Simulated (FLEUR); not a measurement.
**CaF2 (Fluorite) under changes of volume**

One of the cells (13.579 Å³/atom); the others are scaled copies at fixed shape and fractional positions:

```
CELL_PARAMETERS angstrom
0.00000 2.73100 2.73100
2.73100 0.00000 2.73100
2.73100 2.73100 0.00000
ATOMIC_POSITIONS crystal
Ca 0.00000 0.00000 0.00000
F 0.75000 0.75000 0.75000
F 0.25000 0.25000 0.25000
```

* Program: FLEUR MaX-R8.1 (later development tree)
* Functional: PBEsol
* Potentials or basis: all-electron
* Basis: FLAPW
* Kmax: 4.32 1/bohr
* k mesh: 8 × 8 × 8
* Occupations: fermi-dirac, width 0.05 eV
* Spin: no spin polarisation

```csv
volume (Å³/atom),energy over the lowest point (meV/atom),gap on the mesh (eV)
12.764,5.45,7.47
13.036,1.05,7.34
13.308,0.00,7.22
13.579,2.00,7.10
13.851,6.70,6.99
14.122,13.22,6.88
14.394,?,?
```

Q: What does the run at 14.394 Å³/atom give?

A: Energy over the lowest point 22.41 meV/atom; gap on the mesh 6.77 eV.

Worked out: A Birch-Murnaghan fit of order 3 (a polynomial in V^(-2/3)) to the other rows has its minimum at 13.25 Å³/atom with B0 = V·E''(V) = 89 GPa and B' = 7.2. It gives 21.67 meV/atom at 14.394 Å³/atom, against the run's 22.41. A straight line through the other rows of the gap, of slope -5.82 eV per unit of ln V, extrapolates to 6.77 eV, against the run's 6.77.

Energies are extrapolated to zero smearing.

A mesh can miss the band edges.
